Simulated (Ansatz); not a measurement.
The calculation used DFT PBE, scalar-relativistic, plane waves, PAW (Ansatz 0.2.0). Settings: cutoff 420 eV, Γ-centred meshes spaced at most about 0.3 Å⁻¹, and about 0.25 Å⁻¹ or finer for metals (2π included), Gaussian smearing. No spin polarisation.

All energies are static (0 K, no zero-point motion).

Two forms of InGa5P6 were relaxed alike.

A. Space group P-4m2 (No. 115), tetragonal, a = 3.941 Å, c = 16.797 Å. In is surrounded by 4 P at 2.54 Å; Ga on a site of symmetry 2mm has 4 P at 2.39–2.40 Å; around Ga on a second site of symmetry 2mm lie 4 P at 2.40 Å; Ga on a site of symmetry -4m2 has 4 P at 2.40 Å; P on its first site has 2 Ga at 2.39 Å and 2 In at 2.54 Å; 2 more sites not described.

B. Space group Pmmm (No. 47), orthorhombic, a = 3.671 Å, b = 5.266 Å, c = 11.099 Å. Around In lie 6 P at 2.63–2.73 Å; Ga on a site of symmetry mm2 has 6 P at 2.60–2.64 Å; Ga on a second site of symmetry mm2 has 6 P at 2.52–2.63 Å; Ga on a site of symmetry mmm is surrounded by 6 P at 2.58–2.63 Å; P on a site of symmetry mm2 has 4 Ga at 2.52–2.64 Å and 2 In at 2.73 Å; 3 more sites not described.

Task: Which form is favoured at zero pressure, and by what margin per atom?

Result: A is lower, by 0.38 eV/atom. A has In and Ga ordered on zinc blende sites, space group P-4m2 (No. 115), 21.7 Å³/atom and a gap of 1.24 eV on its mesh; B has In and Ga ordered on rock salt sites, space group Pmmm (No. 47), 17.9 Å³/atom and no gap. Counting P atoms around Ga and In (those within 1.25 times the shortest such distance or 1.15 times the sum of covalent radii, 1.27 where that leaves under three), A has In 4, Ga 4 and B has In 6, Ga 6. The lower one is the more open, so pressure narrows the difference. Both come from invented guesses.

Kohn–Sham gaps at this level usually fall short of measured ones. Cells relaxed within their symmetry can be saddle points.
